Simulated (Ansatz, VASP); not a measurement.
Two plane-wave programs on Cu

```xyz
8
Lattice="-3.1745 3.1745 3.1745 3.1745 -3.1745 3.1745 3.1745 3.1745 -3.1745" Properties=species:S:1:pos:R:3 pbc="T T T"
Cu    0.7038    0.7038    0.7038
Cu   -0.7038    2.4708    0.7038
Cu    0.7038   -0.7038    2.4708
Cu    2.4708    0.7038   -0.7038
Cu    2.4708    2.4708    2.4708
Cu    0.7038    3.8783   -0.7038
Cu   -0.7038    0.7038    3.8783
Cu    3.8783   -0.7038    0.7038
```

Alike in both runs: functional PBE; k mesh 4 × 4 × 4; occupations gaussian, width 0.1 eV; no spin polarisation.

Ansatz relaxed the structure, and its values are those at the end. VASP's run is a single point on that final structure, the one shown.

```csv
,VASP,Ansatz
version,VASP 6.6.1,Ansatz 0.2.0
potentials or method,"VASP PAW PBE potentials, release 64 (Cu)","scalar-relativistic, plane waves, PAW"
plane-wave cutoff (eV),520,420
valence electrons in the cell,88,152
```

```tsv
	VASP	Ansatz	Ansatz less VASP
gap on the k mesh at the Fermi level (eV)	none	none	-
pressure (GPa)	2.3	0.1	-2.19
```

A gap of «none» marks a metal or a gap that the smearing closes. The functional is the same, so the differences come from potentials, cutoffs and numerics. The two sets of potentials don't hold the same shells in valence.
